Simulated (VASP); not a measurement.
# Ca: single point with LDA

Crystal: Ca.

```
CELL_PARAMETERS angstrom
0.00000 2.79420 2.79420
2.79420 0.00000 2.79420
2.79420 2.79420 0.00000
ATOMIC_POSITIONS crystal
Ca 0.00000 0.00000 0.00000
```

```yaml
Program: VASP 6.6.1
Task: single point
Functional: LDA
Potentials_or_basis: VASP PAW LDA potentials, release 64 (Ca_sv)
Cutoff: 520 eV
k_mesh: 6 × 6 × 6
Occupations: methfessel-paxton, width 0.1 eV
Spin: no spin polarisation
Further_INCAR_settings: ALGO = Normal; EDIFF = 1e-06
```

- Pressure: -2.2 GPa
- Band gap on the k mesh: none (metal or under the smearing width)

Levels at points of the mesh, in eV from the Fermi level:
```tsv
k point	band 2	band 3	band 4	band 5	band 6	band 7	band 8	band 9
(0.00, 0.00, 0.00)	-22.88	-22.88	-22.88	-4.00	2.14	2.14	2.14	3.16
(0.50, 0.00, 0.00)	-23.01	-22.90	-22.90	-1.06	-0.16	2.04	2.04	3.82
(0.50, 0.50, 0.00)	-23.00	-22.93	-22.93	-0.49	0.48	0.91	3.81	3.99
```

Wall time 3.6 s on 4 MPI ranks on Intel(R) Xeon(R) Platinum 8259CL CPU @ 2.50GHz (Skylake/Cascade Lake), on a shared host, peak memory 0.14 GiB a rank.
